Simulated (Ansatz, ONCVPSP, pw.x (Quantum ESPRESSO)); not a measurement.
**Equation-of-state test of one ONCV potential (Ga (Z = 31))**

gallium (Ga), optimised norm-conserving Vanderbilt (ONCV), made with ONCVPSP 4.0.1 (PBEsol, scalar-relativistic). Core [Ar] 3d10, reference 4s2 4p1. Waves: 4s: rc 2.05 bohr, ncon 4, nbas 8, qcut 2.8 1/bohr, 2 projectors, debl 1.2 Ha; 4p: rc 2.05 bohr, ncon 5, nbas 9, qcut 4.1 1/bohr, local. Local part: the p channel. Core correction: Teter function, fcfact 3, rcfact 1.7.

Crystal test: fcc Ga in pw.x 7.5, no spin, 14³ k-points, Fermi–Dirac smearing 0.01 Ry, cutoffs 95/380 Ry. The reference is all-electron LAPW (Ansatz 0.2.0) with the same functional, mesh and smearing; V0 and B0 come from Birch–Murnaghan fits to the pressures at five volumes. Errors are pseudo minus all-electron; Δ is the rms difference of the E(V) curves that follow from these fits, minima aligned, over ±6 % about the mean V0. Mesh and smearing are coarse, so the numbers serve the comparison and aren't converged zero-temperature values; the lattice is a test structure that the element need not adopt.

All-electron: a0 = 4.140 Å (V0 = 17.74 Å³/atom), B0 = 60.2 GPa.

Task: How far does the potential miss the all-electron equation of state?

Result: mean pressure error (GPa): -11.60. The pressure does not cross zero within the volumes sampled, so no fit is given. This is a poor potential for the solid.

```json
{"V (Å³/atom)": "16.831", "P all-electron (GPa)": "3.59", "P pseudo (GPa)": "-9.28"}
{"V (Å³/atom)": "17.274", "P all-electron (GPa)": "1.70", "P pseudo (GPa)": "-10.49"}
{"V (Å³/atom)": "17.717", "P all-electron (GPa)": "0.07", "P pseudo (GPa)": "-11.48"}
{"V (Å³/atom)": "18.160", "P all-electron (GPa)": "-1.33", "P pseudo (GPa)": "-12.30"}
{"V (Å³/atom)": "18.603", "P all-electron (GPa)": "-2.55", "P pseudo (GPa)": "-12.95"}
```

Task: At the middle volume, how do free energy and pressure move when the wave cutoff is lowered (ecutrho kept at four times it)?

Result:

```tsv
cutoff (Ry)	shift of F (meV/atom)	shift of P (GPa)
43	+37.3	-0.42
57	+31.6	-0.17
76	+8.0	-0.52
```

The run at the middle volume (104 k-points, 6 iterations) took about 14 s on one core of a shared host (Intel(R) Xeon(R) Platinum 8488C, 192 threads, 744 GiB, load 70).
